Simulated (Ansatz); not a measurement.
## Deforming Sn

```
CELL_PARAMETERS angstrom
-1.89465 1.89465 1.89465
1.89465 -1.89465 1.89465
1.89465 1.89465 -1.89465
ATOMIC_POSITIONS crystal
Sn 0.00000 0.00000 0.00000
```

Structure from Materials Project entry mp-7162 (possibly hypothetical), not relaxed further.

Spin–orbit coupling is left out, though it moves levels of the heavy atoms by tenths of an eV or more.

Theory: DFT, r2SCAN, all-electron PAW with datasets made for the crystal, scalar-relativistic in Ansatz 0.2.0.

Numerical set-up: a Γ-centred 14×14×14 k mesh, Fermi–Dirac smearing of 0.08 eV, cutoff 240 eV (chosen by the program for this cell), no spin polarisation.

The unchanged cell is at -0.51 GPa.

In a metal, stresses and small energies carry noise from the k mesh.

x, y and z are the Cartesian axes of the cell as listed; fractional coordinates follow a strain, and an engineering shear is twice the off-diagonal strain component.

With xy engineering shear strain of -2 %: energy change +1 meV/atom; stress change (xx, yy, zz, yz, xz, xy) 0.00, 0.00, 0.07, 0.00, 0.00, 0.68 GPa, compression positive.

With xy engineering shear strain of +1.5 %: energy change under 1 meV/atom; stress change (xx, yy, zz, yz, xz, xy) 0.00, 0.00, 0.04, 0.00, 0.00, -0.52 GPa, compression positive.
